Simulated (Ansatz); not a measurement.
# MoP: equation of state with RPBE+D3(BJ)

MoP:

```
Mo P
1.0
     3.22300    0.00000    0.00000
    -1.61150    2.79120    0.00000
     0.00000    0.00000    3.19100
Mo P
1 1
Direct
  0.00000 0.00000 0.00000
  0.33333 0.66667 0.50000
```

* Program: Ansatz 0.2.0
* Task: equation of state
* Functional: RPBE
* Dispersion: D3(BJ)
* Potentials or basis: Ansatz PAW
* Cutoff: 420 eV
* Density cutoff: 1680 eV
* k mesh: 10 × 10 × 8
* Occupations: fermi-dirac, width 0.05 eV
* Spin: no spin polarisation

- Equilibrium volume: 12.54 Å³/atom (rough: see the caveat)
- Bulk modulus at fixed shape and positions: 328 GPa (rough)

Energy against volume, from the lowest point:
```csv
volume (Å³/atom),energy (meV/atom)
13.492,0.00
13.779,40.75
14.066,89.38
14.353,145.00
14.640,206.78
14.927,273.99
15.214,345.96
```

All runs of the series together: 11 s on 2 threads of Arm Neoverse V1 (shared host).

Caveat: the potentials were made for another functional, which shifts forces and pressure; the minimum lies outside the volumes run; the cell was scaled at fixed shape and fractional positions, which overstates the stiffness of a crystal with free parameters, most of all of layers and chains.
